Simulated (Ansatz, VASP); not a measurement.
# One calculation of TiB2, two programs

```xyz
3
Lattice="2.9989 0.0000 0.0000 -1.4995 2.5971 0.0000 0.0000 0.0000 3.2284" Properties=species:S:1:pos:R:3 pbc="T T T"
Ti    0.0000    0.0000    0.0000
B     0.0000    1.7314    1.6142
B     1.4995    0.8657    1.6142
```

Change from the starting cell: equal xx and yy strain of -1 %, crystal datasets.

Alike in both runs: task electric field gradients; functional PBE; k mesh 15 × 15 × 13; occupations fermi-dirac, width 0.08 eV; no spin polarisation.

```csv
,VASP,Ansatz
version,VASP 6.6.1,Ansatz 0.2.0
potentials or method,"VASP PAW PBE potentials, release 64 (Ti_sv, B), cutoff 520 eV","all-electron PAW with datasets made for the crystal, scalar-relativistic"
```

VASP gave:

- pressure (GPa): 6.2
- largest component of the traceless stress (GPa): 4.28
- Vzz of the field gradient on the site that differs most (V/Å²): 19.6

Q: What did Ansatz give for the same quantities?

A: Pressure (GPa): 6.0; largest component of the traceless stress (GPa): 4.26; Vzz of the field gradient on the site that differs most (V/Å²): 22.6.

Ansatz ran all-electron here, so the differences hold the error of VASP's frozen core and of both bases.
